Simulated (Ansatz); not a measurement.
**Molecular dynamics of WC**

input.yaml

```yaml
crystal:
  lattice:
    - [-2.989174, -5.1774, 0.0]
    - [4.48376, -2.5887, 0.0]
    - [0.0, 0.0, 5.849333]
  atoms:
    - { symbol: W, position: [0.75, 0.5, 0.0] }
    - { symbol: C, position: [0.5, 0.6666667, 0.25] }
    - { symbol: W, position: [0.75, 0.5, 0.5] }
    - { symbol: C, position: [0.5, 0.6666667, 0.75] }
    - { symbol: W, position: [0.5, 0.0, 0.0] }
    - { symbol: C, position: [0.25, 0.1666667, 0.25] }
    - { symbol: W, position: [0.5, 0.0, 0.5] }
    - { symbol: C, position: [0.25, 0.1666667, 0.75] }
    - { symbol: W, position: [0.25, 0.5, 0.0] }
    - { symbol: C, position: [0.0, 0.6666667, 0.25] }
    - { symbol: W, position: [0.25, 0.5, 0.5] }
    - { symbol: C, position: [0.0, 0.6666667, 0.75] }
    - { symbol: W, position: [0.0, 0.0, 0.0] }
    - { symbol: C, position: [0.75, 0.1666667, 0.25] }
    - { symbol: W, position: [0.0, 0.0, 0.5] }
    - { symbol: C, position: [0.75, 0.1666667, 0.75] }
basis:
  ecutwfc: 420.0
kpoints:
  mp_grid: { grid: [2, 2, 2] }
hamiltonian:
  xc: pbe
  dispersion: d3bj
  pseudopotentials: { kind: paw, azcp: { folder: soft_1 } }
scf:
  occupations: { method: fermi_dirac, width: 0.24 }
  lower_state_search: "off"
  max_iter: 96
md:
  timestep: 0.75
  n_steps: 190
  ensemble: nvt_langevin
  temperature: 5600.0
  initial_velocities: maxwell_boltzmann
  seed: 298307
  friction: 0.5
```

Command:

```bash
$ ansatz run input.yaml --threads 1 --pin off --max-ram 3072MiB --backend cpu --events-out ev --progress --plain --runs-dir out
```

It starts from a structure without forces on its atoms.

Output, in part (step lines):

```
md step     0: t =     0.00 fs  T =  5250.0 K  F+E_penalty+E_count = -85102.69998990 eV  E_kin = 10.857840 eV  (9 SCF iters)
[... lines left out ...]
```

The steps, from the saved trajectory:

```csv
time (fs),T (K),potential energy less start (eV)
0,5250,0.000
4.5,4808,0.490
9,5548,1.465
13.5,5378,1.822
18,6482,2.165
22.5,4876,2.607
27,6219,3.557
31.5,5566,4.231
36,5815,5.154
40.5,6665,5.332
45,4536,6.223
49.5,5962,6.075
54,8376,5.680
58.5,6709,5.909
63,4141,7.580
67.5,3988,8.836
72,7184,7.996
76.5,4123,7.695
81,6171,6.995
85.5,5464,7.126
90,6829,7.142
94.5,4257,8.128
99,6004,7.996
103.5,4143,7.719
108,4658,7.122
112.5,4838,5.598
117,5524,5.058
121.5,4329,5.200
126,7299,5.306
130.5,7829,5.494
135,5784,6.058
139.5,6843,6.095
```

All steps were run. A run of 0.14 ps of so small a system gives no equilibrium averages. The friction is so strong that the motion is overdamped, so the time scale means little. Limits of this set-up: coarse k mesh.

Mean squared displacements from the first frame to the last, about the centre of mass: W 0.02 Å², C 0.09 Å².

Last frame:

```xyz
16
Lattice="-2.9892 -5.1774 0.0000 4.4838 -2.5887 0.0000 0.0000 0.0000 5.8493" Properties=species:S:1:pos:R:3
W 0.176 -5.317 0.187
C 1.682 -4.145 1.187
W 0.095 -5.058 2.915
C 1.555 -4.050 4.637
W -1.523 -2.507 -0.006
C -0.064 -1.671 1.294
W -1.490 -2.536 2.968
C 0.108 -1.507 4.363
W 1.697 -2.535 0.129
C 3.035 -1.684 1.536
W 1.427 -2.631 3.093
C 2.985 -1.841 4.540
W 0.074 0.009 0.071
C -1.206 -4.008 1.466
W 0.025 -0.023 2.905
C -1.666 -4.217 4.131
```

The run took 15 min on 1 thread of Arm Neoverse V2 (shared host), peak memory 0.6 GiB.
